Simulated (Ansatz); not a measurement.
Runs of Ansatz 0.2.0 on Gd. Symmetry: P6_3/mmc, No. 194, hexagonal system. The conventional cell has a = 3.636 Å, b = 3.636 Å, c = 5.783 Å, α = 90.00°, β = 90.00°, γ = 120.00°. Gd (site symmetry -6m2) has 12 Gd at 3.57 to 3.64 Å as nearest neighbours. 

```csv
task,level,cell,k mesh,cutoff (eV),smearing,gap on the mesh (eV),pressure (GPa),moment (μB),relaxed volume (Å³/atom)
relaxation of cell and atoms,BLYP,relaxed,8 × 8 × 5,-,fermi-dirac 0.05 eV,-,0.0,14.95,34.86
phonons,PBEsol,as given,6 × 6 × 4,168,fermi-dirac 0.05 eV,none,-,15.33,-
relaxation of cell and atoms,RPBE+D4,relaxed,8 × 8 × 5,-,fermi-dirac 0.05 eV,-,0.0,15.30,33.31
single point,PBE,as given,8 × 8 × 5,156,gaussian 0.013 eV,none,(b),(a),-
```

Alike in all rows: potentials or basis all-electron LAPW, scalar-relativistic; spin collinear, ferromagnetic start; basis error allowed 0.001 eV/atom.

**Question.** Estimate the missing entries.

**Answer.** (a) 15.19; (b) 0.6.

Caveats: an open f shell can end in a state above the lowest; spin-orbit coupling is left out, which moves the levels of the heavy elements; the k mesh is thin for a metal, which can move the energy by tens of meV per atom (some runs); a metal's response needs a denser mesh (some runs).

A k mesh can miss the band edges, and the runs leave out spin-orbit coupling on Gd.

A gap of «none» marks a metal or a gap under the smearing width.
